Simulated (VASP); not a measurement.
Write the native input for VASP 6.6.1 that does the following.

- Task: single point
- Functional: PBE
- Potentials or basis: VASP PAW PBE potentials, release 64 (Co)
- Cutoff: 520 eV
- k mesh: 15 × 10 × 1
- Occupations: methfessel-paxton, width 0.1 eV
- Spin: collinear spin, ferromagnetic start
- Starting moments: [1.8, 1.8, 1.8, 1.8, 1.8, 1.8, 1.8, 1.8, 1.8, 1.8, 1.8, 1.8] μB
- Dipole correction: yes
- Further INCAR settings: ALGO = Normal; EDIFF = 1e-07; AMIX = 0.2; BMIX = 0.0001

The structure of Co lies in POSCAR:

```
Co
1.0
    2.4887480100      0.0000000000      0.0000000000
    0.0000000000      4.0261540000      0.0000000000
    0.0000000000      0.0000000000     26.4950360700
Co
12
Direct
    0.9999995000      0.7500000000      0.2830718900
    0.5000005000      0.2500000000      0.3101879600
    0.4999994900      0.7500000000      0.3644199200
    0.0000004900      0.2500000000      0.3915359900
    0.9999994900      0.7500000000      0.4457679500
    0.5000004900      0.2500000000      0.4728840200
    0.4999994900      0.7500000000      0.5271159800
    0.0000004900      0.2500000000      0.5542320500
    0.9999994800      0.7500000000      0.6084640100
    0.5000004800      0.2500000000      0.6355800800
    0.4999994800      0.7500000000      0.6898120400
    0.0000004800      0.2500000000      0.7169281100
```

The slab is cut from a database's or a generator's crystal, which needn't be the stable form of the element.

These files were run (other wordings do the same):

INCAR

```
SYSTEM = Co
ALGO = Normal
AMIX = 0.2
AMIX_MAG = 0.8
BMIX = 1E-4
BMIX_MAG = 1E-4
DIPOL = 0.5 0.5 0.500
EDIFF = 1E-7
ENCUT = 520
GGA = PE
ICORELEVEL = 1
IDIPOL = 3
ISIF = 2
ISMEAR = 1
ISPIN = 2
KPAR = 8
LASPH = .True.
LCHARG = .False.
LDIPOL = .True.
LMAXMIX = 4
LORBIT = 11
LREAL = .False.
LVACPOTAV = .True.
LVHAR = .True.
LWAVE = .False.
MAGMOM = 1.8 1.8 1.8 1.8 1.8 1.8 1.8 1.8 1.8 1.8 1.8 1.8
NELM = 150
PREC = Accurate
SIGMA = 0.1
```

KPOINTS

```
k-points
0
Gamma
  15 10 1
  0 0 0
```

Potentials or basis: VASP PAW PBE potentials, release 64 (Co).

Command:

```bash
$ cat potpaw_PBE.64/Co/POTCAR > POTCAR
$ mpirun -np 8 vasp_std > vasp.out
```

Results of the run:

```
Largest force                                         : 0.473 eV/Å
Band gap on the k mesh                                : none (metal or under the smearing width)
Net moment                                            : 20.06 μB per cell
Site moments                                          : Co +1.83, +1.71, +1.67, +1.65, +1.63 μB
Valence electrons inside the program's atomic spheres : Co 8.06, 8.18, 8.27, 8.28
Work function of the upper face                       : 4.65 eV
Work function of the lower face                       : 4.65 eV
```

Wall time 29 min on 8 MPI ranks on AMD EPYC 7R43 64-Core Processor (Zen 3), with other jobs on the host, peak memory 1.3 GiB a rank.
